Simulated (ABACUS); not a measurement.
The system is V.

```xyz
1
Lattice="2.6229 0.0000 0.0000 -0.8743 2.4729 0.0000 -0.8743 -1.2365 2.1416" Properties=species:S:1:pos:R:3 pbc="T T T"
V     0.0000    0.0000    0.0000
```

```yaml
Program: ABACUS 3.10.1
Task: relaxation of cell and atoms
Functional: rSCAN
Potentials_or_basis: SG15 ONCV 1.2 PBE
Cutoff: 1320 eV
Density_cutoff: 5279 eV
Basis: plane waves
k_mesh: 8 × 8 × 8
Occupations: fermi-dirac, width 0.05 eV
Spin: collinear spin, ferromagnetic start
Starting_moments: "[2.0] μB"
```

At the start: pressure -9.7 GPa; volume 13.89 Å³/atom.

Q: Where does the relaxation end?

A: Over 4 steps the energy falls by 24.2 meV/atom and the volume is 13.12 Å³/atom (-5.5 %); space group Im-3m (No. 229, to 0.05 Å); moment 0.28 μB per cell.

Step by step:
| step | energy change (eV) | largest force (eV/Å) | pressure (GPa) | volume (Å³) |
| --- | --- | --- | --- | --- |
| 1 | 0.0000 | 0.0000 | -9.68 | 13.89 |
| 2 | -0.0209 | 0.0000 | -3.97 | 13.40 |
| 3 | -0.0241 | 0.0000 | 0.48 | 13.09 |
| 4 | -0.0242 | 0.0000 | -0.01 | 13.12 |

Final structure:
```yaml
crystal:
  lattice:
    - [2.57358, 0.00000, 0.00000]
    - [-0.85786, 2.42639, 0.00000]
    - [-0.85786, -1.21320, 2.10132]
  atoms:
    - { symbol: V, position: [0.00000, 0.00000, 0.00000] }
```

Caveat: the k mesh is coarse (spacing up to 0.37 Å⁻¹), so the values aren't converged; the potentials were made for another functional, which shifts forces and pressure.
